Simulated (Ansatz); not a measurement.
## Li: rattling a relaxed structure

The cell was found from a structure generator's guess, not taken from experiment.

All numbers below come from DFT PBE, scalar-relativistic, plane waves, PAW (Ansatz 0.2.0). Plane waves to 420 eV, a k mesh through Γ of 20×20×20 on the computed 1-atom cell and Gaussian smearing (0.10 eV); no spin polarisation.

The cell below (1 atom, space group Pm-3m (No. 221)) is relaxed within its symmetry.

```
Li
1.0
     2.73257    0.00000    0.00000
     0.00000    2.73257    0.00000
     0.00000    0.00000    2.73257
Li
1
Direct
  0.00000 0.00000 0.00000
```

For the test a repeat of it with 4 atoms (edges 2.73, 5.47, 5.47 Å) was strained at random (σ = 1.5 % a component), the atoms were moved at random (σ = 0.05 Å), and all was relaxed again on a coarse 8×4×4 mesh (in the run’s order of axes) with 0.20 eV smearing, with no symmetry imposed.

Problem. What happens?

Solution. It doesn't return. The energy falls by 126 meV/atom on that mesh, the volume changes by -0.8 %, and the end has space group Cmcm (No. 63) at a loose tolerance. Relaxed again on a 20×20×12 mesh with 0.10 eV smearing, the new structure lies 120 meV/atom below the first (mesh in the axes of the run's cell; the cell below is made exact in the group named). Space group P6_3/mmc (No. 194), hexagonal, a = 3.051 Å, c = 5.015 Å. Li has 12 Li at 3.05–3.06 Å.

```
Li
1.0
     3.05130    0.00000    0.00000
    -1.52565    2.64250    0.00000
     0.00000    0.00000    5.01536
Li
2
Direct
  0.66667 0.33333 0.25000
  0.33333 0.66667 0.75000
```
